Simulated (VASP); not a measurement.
Method: PBE GGA, VASP's PBE PAW potentials (set 64) (plane waves; VASP).

VASP ran on this input.

KPOINTS:
```
Automatic mesh
0
Gamma
5 5 5
0 0 0
```

**POSCAR**
```
CsI
1
    4.6614000000     0.0000000000     0.0000000000
    0.0000000000     4.6614000000     0.0000000000
    0.0000000000     0.0000000000     4.6614000000
Cs I
1 1
Direct
  0.0000000000   0.0000000000   0.0000000000
  0.5000000000   0.5000000000   0.5000000000
```

**INCAR**
```
# general
SYSTEM   =  CsI
PREC     =  Accurate
ENCUT    =  400   # plane-wave cut-off (eV)
LREAL    =  F
LASPH    =  T   # aspherical one-centre terms

# electronic loop
EDIFF    =  1E-6
NELM     =  100   # most electronic steps
ALGO     =  Normal   # blocked Davidson
IMIX     =  1
AMIX     =  0.2
BMIX     =  1.0
LMAXMIX  =  4   # l cut-off of mixed one-centre charges

# smearing
ISMEAR   =  0   # Gaussian
SIGMA    =  0.05

# functional
GGA      =  PE   # PBE

# ions
ISIF     =  2

# output
LWAVE    =  F
LCHARG   =  F
```

POTCAR, in this order: Cs_sv I (PBE.64 set). Program: vasp_std.

What VASP printed:

File OUTCAR:
```
 ion  position               nearest neighbor table
   1  0.000  0.000  0.000-
   2  0.500  0.500  0.500-
  LATTYP: Found a simple cubic cell.
 ALAT       =     4.6614000000
 Subroutine PRICEL returns:
 Original cell was already a primitive cell.
 Subroutine GETGRP returns: Found 48 space group operations
The static configuration has the point symmetry O_h .
The dynamic configuration has the point symmetry O_h .
 Subroutine INISYM returns: Found 48 space group operations
 Subroutine IBZKPT returns following result:
 Found     10 irreducible k-points:

 Following reciprocal coordinates:
            Coordinates               Weight
  0.000000  0.000000  0.000000      1.000000
  0.200000  0.000000  0.000000      6.000000
  0.400000  0.000000  0.000000      6.000000
  0.200000  0.200000  0.000000     12.000000
  0.400000  0.200000  0.000000     24.000000
  0.400000  0.400000  0.000000     12.000000
  0.200000  0.200000  0.200000      8.000000
  0.400000  0.200000  0.200000     24.000000
  0.400000  0.400000  0.200000     24.000000
  0.400000  0.400000  0.400000      8.000000
   k-points           NKPTS =     10   k-points in BZ     NKDIM =     10   number of bands    NBANDS=     12
   number of dos      NEDOS =    301   number of ions     NIONS =      2
   total plane-waves  NPLWV =  27000
   dimension x,y,z NGX =    30 NGY =   30 NGZ =   30
   dimension x,y,z NGXF=    60 NGYF=   60 NGZF=   60
   ions per type =               1   1
   PREC   = accura    normal or accurate (medium, high low for compatibility)
   ISTART =      0    job   : 0-new  1-cont  2-samecut
   ICHARG =      2    charge: 1-file 2-atom 10-const
   ISPIN  =      1    spin polarized calculation?
   LNONCOLLINEAR =      F non collinear calculations
   LSORBIT =      F    spin-orbit coupling
   INIWAV =      1    electr: 0-lowe 1-rand  2-diag
   ENCUT  =  400.0 eV  29.40 Ry    5.42 a.u.   7.60  7.60  7.60*2*pi/ulx,y,z
   NELM   =    100;   NELMIN=  2; NELMDL= -5     # of ELM steps
   EDIFF  = 0.1E-05   stopping-criterion for ELM
   LREAL  =      F    real-space projection
   NLSPLINE    = F    spline interpolate recip. space projectors
   LMAXMIX     =    4 max onsite mixed and CHGCAR
   VOSKOWN=      0    Vosko Wilk Nusair interpolation
   EDIFFG = 0.1E-04   stopping-criterion for IOM
   NSW    =      0    number of steps for IOM
   NBLOCK =      1;   KBLOCK =      1    inner block; outer block
   IBRION =     -1    ionic relax: 0-MD 1-quasi-New 2-CG
   NFREE  =      0    steps in history (QN), initial steepest desc. (CG)
   ISIF   =      2    stress and relaxation
   ISYM   =      2    0-nonsym 1-usesym 2-fastsym
   TEIN   =    0.0    initial temperature
   TEBEG  =    0.0;   TEEND  =   0.0 temperature during run
   SMASS  =  -3.00    Nose mass-parameter (am)
   PSTRESS=    0.0 pullay stress
   NELECT =      16.0000    total number of electrons
   EFERMI =   0.00;   METHOD = LEGACY
   ISMEAR =     0;   SIGMA  =   0.05  broadening in eV -4-tet -1-fermi 0-gaus
   IALGO  =     38    algorithm
   LDIAG  =      T    sub-space diagonalisation (order eigenvalues)
   IMIX   =      1    mixing-type and parameters
     AMIX     =   0.20;   BMIX     =  1.00
     AMIX_MAG =   0.80;   BMIX_MAG =  1.00
     AMIN     =   0.10
   GGA     = PE    functional components
   VOSKOWN =     0    Vosko Wilk Nusair interpolation
   LHFCALC =     F    Hartree Fock is set to
   LHFONE  =     F    Hartree Fock one center treatment
   AEXX    =    0.0000 exact exchange contribution
   IVDW    =     0    specifies the selected vdW correction
   LEPSILON=     F    determine dielectric tensor
   LRPA    =     F    only Hartree local field effects (RPA)
  energy-cutoff  :      400.00
...
```

### OSZICAR
```
       N       E                     dE             d eps       ncg     rms          rms(c)
DAV:   1     0.855783693598E+02    0.85578E+02   -0.53317E+03   240   0.886E+02
DAV:   2     0.159058858465E+01   -0.83988E+02   -0.80481E+02   380   0.156E+02
DAV:   3    -0.550225216324E+01   -0.70928E+01   -0.70773E+01   292   0.512E+01
DAV:   4    -0.559444451822E+01   -0.92192E-01   -0.92177E-01   292   0.760E+00
DAV:   5    -0.559563371198E+01   -0.11892E-02   -0.11892E-02   304   0.905E-01    0.157E+00
DAV:   6    -0.551812879809E+01    0.77505E-01   -0.43382E-02   276   0.973E-01    0.134E+00
DAV:   7    -0.547853463058E+01    0.39594E-01   -0.27575E-02   276   0.759E-01    0.116E+00
DAV:   8    -0.545877028321E+01    0.19764E-01   -0.12936E-02   284   0.528E-01    0.104E+00
DAV:   9    -0.544897438776E+01    0.97959E-02   -0.66738E-03   276   0.389E-01    0.906E-01
DAV:  10    -0.544425134098E+01    0.47230E-02   -0.36407E-03   264   0.296E-01    0.775E-01
DAV:  11    -0.544210286467E+01    0.21485E-02   -0.20190E-03   292   0.228E-01    0.653E-01
DAV:  12    -0.544123986829E+01    0.86300E-03   -0.11493E-03   280   0.178E-01    0.544E-01
DAV:  13    -0.544100086261E+01    0.23901E-03   -0.67656E-04   284   0.142E-01    0.448E-01
DAV:  14    -0.544104785895E+01   -0.46996E-04   -0.41003E-04   276   0.116E-01    0.366E-01
DAV:  15    -0.544121031483E+01   -0.16246E-03   -0.25598E-04   280   0.949E-02    0.297E-01
DAV:  16    -0.544140473082E+01   -0.19442E-03   -0.16455E-04   268   0.788E-02    0.240E-01
DAV:  17    -0.544159246521E+01   -0.18773E-03   -0.10835E-04   272   0.659E-02    0.193E-01
DAV:  18    -0.544175769640E+01   -0.16523E-03   -0.72832E-05   276   0.556E-02    0.154E-01
DAV:  19    -0.544189593147E+01   -0.13824E-03   -0.49770E-05   264   0.470E-02    0.124E-01
DAV:  20    -0.544200799988E+01   -0.11207E-03   -0.34470E-05   260   0.400E-02    0.987E-02
DAV:  21    -0.544209695282E+01   -0.88953E-04   -0.24125E-05   256   0.340E-02    0.789E-02
DAV:  22    -0.544216650088E+01   -0.69548E-04   -0.17023E-05   256   0.290E-02    0.632E-02
DAV:  23    -0.544222026852E+01   -0.53768E-04   -0.12087E-05   260   0.248E-02    0.507E-02
DAV:  24    -0.544226147593E+01   -0.41207E-04   -0.86238E-06   252   0.212E-02    0.409E-02
DAV:  25    -0.544229283870E+01   -0.31363E-04   -0.61754E-06   260   0.181E-02    0.331E-02
DAV:  26    -0.544231657356E+01   -0.23735E-04   -0.44348E-06   252   0.155E-02    0.270E-02
DAV:  27    -0.544233445041E+01   -0.17877E-04   -0.31917E-06   256   0.132E-02    0.221E-02
DAV:  28    -0.544234786046E+01   -0.13410E-04   -0.23000E-06   244   0.113E-02    0.182E-02
DAV:  29    -0.544235787686E+01   -0.10016E-04   -0.15888E-06   208   0.965E-03    0.151E-02
DAV:  30    -0.544236532984E+01   -0.74530E-05   -0.12998E-06   172   0.885E-03    0.127E-02
DAV:  31    -0.544237087970E+01   -0.55499E-05   -0.95669E-07   176   0.763E-03    0.107E-02
DAV:  32    -0.544237500244E+01   -0.41227E-05   -0.64954E-07   176   0.631E-03    0.902E-03
DAV:  33    -0.544237805158E+01   -0.30491E-05   -0.45477E-07   172   0.533E-03    0.767E-03
DAV:  34    -0.544238029964E+01   -0.22481E-05   -0.33112E-07   164   0.456E-03    0.655E-03
DAV:  35    -0.544238195343E+01   -0.16538E-05   -0.23866E-07   160   0.389E-03    0.560E-03
DAV:  36    -0.544238316726E+01   -0.12138E-05   -0.17435E-07   132   0.334E-03    0.480E-03
DAV:  37    -0.544238405612E+01   -0.88886E-06   -0.12552E-07   132   0.285E-03
   1 F= -.54423841E+01 E0= -.54423841E+01  d E =-.567433E-11
```

OUTCAR:
```
------------------------ aborting loop because EDIFF is reached ----------------------------------------
  FORCE on cell =-STRESS in cart. coord.  units (eV):
  Direction    XX          YY          ZZ          XY          YZ          ZX
  --------------------------------------------------------------------------------------
  Total        0.0319418      0.0319418      0.0319418      0.0000000      0.0000000      0.0000000
  in kB        0.5052674      0.5052674      0.5052674      0.0000000      0.0000000      0.0000000
  external PRESSURE =       0.5052674 kB  Pullay stress =       0.0000000 kB
  volume of cell :      101.29
      direct lattice vectors                 reciprocal lattice vectors
     4.661400000  0.000000000  0.000000000     0.214527824  0.000000000  0.000000000
     0.000000000  4.661400000  0.000000000     0.000000000  0.214527824  0.000000000
     0.000000000  0.000000000  4.661400000     0.000000000  0.000000000  0.214527824
 POSITION                                       TOTAL-FORCE (eV/Angst)
 -----------------------------------------------------------------------------------
      0.00000      0.00000      0.00000         0.000000      0.000000      0.000000
      2.33070      2.33070      2.33070         0.000000      0.000000      0.000000
 -----------------------------------------------------------------------------------
    total drift:                               -0.000000     -0.000000     -0.000000
  FREE ENERGIE OF THE ION-ELECTRON SYSTEM (eV)
  ---------------------------------------------------
  free  energy   TOTEN  =        -5.4423840561 eV

  energy  without entropy=       -5.4423840561  energy(sigma->0) =       -5.44238406
```
(Selected blocks of OUTCAR.)

OUTCAR:
```
 val. band max:        0.4212613902   @ k =   0.4000   0.4000   0.0000

 cond. band min:       4.1454002567   @ k =   0.0000   0.0000   0.0000


 Fermi energy:         0.6447763082

 k-point     1 :       0.0000    0.0000    0.0000
  band No.  band energies     occupation
      1     -20.0110      2.00000
      2     -10.1054      2.00000
      3      -6.7202      2.00000
      4      -6.7202      2.00000
      5      -6.7202      2.00000
      6       0.3651      2.00000
      7       0.3651      2.00000
      8       0.3651      2.00000
      9       4.1454      0.00000
     10       4.7256      0.00000
     11       4.7256      0.00000
     12       8.0873      0.00000

 k-point     2 :       0.2000    0.0000    0.0000
  band No.  band energies     occupation
      1     -20.0047      2.00000
      2     -10.1052      2.00000
      3      -6.7697      2.00000
      4      -6.7034      2.00000
      5      -6.7034      2.00000
      6      -0.1922      2.00000
      7       0.3262      2.00000
      8       0.3262      2.00000
      9       4.8998      0.00000
     10       4.9503      0.00000
     11       5.4766      0.00000
     12       7.9948      0.00000

 k-point     3 :       0.4000    0.0000    0.0000
  band No.  band energies     occupation
      1     -19.9943      2.00000
      2     -10.1072      2.00000
      3      -6.8383      2.00000
      4      -6.6757      2.00000
      5      -6.6757      2.00000
      6      -0.8588      2.00000
      7       0.2608      2.00000
      8       0.2608      2.00000
      9       5.5109      0.00000
     10       6.2894      0.00000
     11       6.7687      0.00000
     12       7.5890      0.00000

 k-point     4 :       0.2000    0.2000    0.0000
  band No.  band energies     occupation
      1     -19.9985      2.00000
      2     -10.0887      2.00000
      3      -6.8257      2.00000
      4      -6.7295      2.00000
      5      -6.6885      2.00000
      6      -0.2732      2.00000
...
```

Unless said otherwise, spin-orbit coupling is left out, though it shifts the bands of the heavy elements here.

The compound is CsI in the CsCl type structure. The cell was not relaxed at this level. The run is one of a series of settings (AMIX = 0.2, BMIX = 1.0, IMIX = 1 against the base run), some of them coarse on purpose.
